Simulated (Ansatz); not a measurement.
# AgCl (rocksalt type): how the settings move a single-point run

How sensitive is a single-point run of AgCl (rocksalt type) to its settings? A reference run comes first, then one run with altered input.

Method: reference: DFT, PBEsol, all-electron LAPW, scalar-relativistic, in Ansatz 0.2.0.

1 further run of the same task is left out (it didn't finish). Runs told in other sessions of the task aren't counted.

## Step 1: The system as given

The structure is cubic, space group Fm-3m (No. 225). Conventional cell: a = 4.463 Å, b = 4.463 Å, c = 4.463 Å, α = 90.00°, β = 90.00°, γ = 90.00°. Around Ag (site symmetry m-3m) lie 6 Cl at 2.23 Å. Cl (site symmetry m-3m) has 6 Ag at 2.23 Å in its first shell of neighbours.

Coordinates:

```cif
data_structure
_symmetry_space_group_name_H-M 'Fm-3m'
_symmetry_Int_Tables_number 225
_cell_length_a 4.4632
_cell_length_b 4.4632
_cell_length_c 4.4632
_cell_angle_alpha 90.000
_cell_angle_beta 90.000
_cell_angle_gamma 90.000
_cell_volume 88.91
loop_
_atom_site_label
_atom_site_type_symbol
_atom_site_symmetry_multiplicity
_atom_site_Wyckoff_symbol
_atom_site_fract_x
_atom_site_fract_y
_atom_site_fract_z
_atom_site_occupancy
Ag1 Ag 4 a 0.00000 0.00000 0.00000 1
Cl1 Cl 4 b 0.50000 0.00000 0.00000 1
```

## Step 2: Baseline

input.yaml

```yaml
crystal:
  lattice:
    - [0.0, 2.2315852803, 2.2315852803]
    - [2.2315852803, 0.0, 2.2315852803]
    - [2.2315852803, 2.2315852803, 0.0]
  atoms:
    - { symbol: Ag, position: [0.0, 0.0, 0.0] }
    - { symbol: Cl, position: [0.5, 0.5, 0.5] }
kpoints:
  mp_grid: { grid: [15, 15, 15] }
scf:
  occupations: { method: fermi_dirac, width: 0.08 }
hamiltonian:
  xc: pbesol
  pseudopotentials: { kind: all_electron, lapw: { basis_error: 0.001 } }
output:
  forces: true
  stress: true
  eigenvalues: true
  populations: true
```

The run is started by

```
$ ansatz run input.yaml --threads 1 --pin off --max-ram 2048MiB --backend cpu --events-out ev --progress --plain --runs-dir out
```

## Step 3: Changed: mp_grid.grid [5, 5, 5], xc lda

input.yaml, as its differences from that of step 2:

```diff
@@ -9,3 +9,3 @@
 kpoints:
-  mp_grid: { grid: [15, 15, 15] }
+  mp_grid: { grid: [5, 5, 5] }
 scf:
@@ -13,3 +13,3 @@
 hamiltonian:
-  xc: pbesol
+  xc: lda
   pseudopotentials: { kind: all_electron, lapw: { basis_error: 0.001 } }
```

Q: Predict the outcome of this session. Wanted: for each run, ending; energy change; pressure; gap; force.

The runs gave:

```
                              run     ending   energy change  pressure (GPa)  gap (eV)  force (eV/Å)  cycles   time
                        reference  converged               -           158.6      0.59          0.00       6   25 s
1: mp_grid.grid [5, 5, 5], xc lda  converged  not comparable           152.9      1.39          0.00       6  3.3 s
```

Residual by cycle in the longest SCF loop of each run; runs are numbered as in the table. The quantity is the density residual dr2, in eV.

```
cycle  reference    run 1
    1      0.719     0.74
    2     0.0187   0.0194
    3    0.00769  0.00822
    4     5.7e-4   6.8e-4
    5     4.8e-6   5.3e-6
    6     3.1e-8   2.8e-8
```

After a change of functional the difference of the totals has no physical meaning; the pressure goes from 158.6 to 152.9 GPa and the gap on the mesh goes from 0.59 to 1.39 eV. The k-point mesh changed too. Cost: 3.3 s against 25 s. The structure is not at rest: the sound run finds 159 GPa, so these are no properties of the relaxed crystal. 
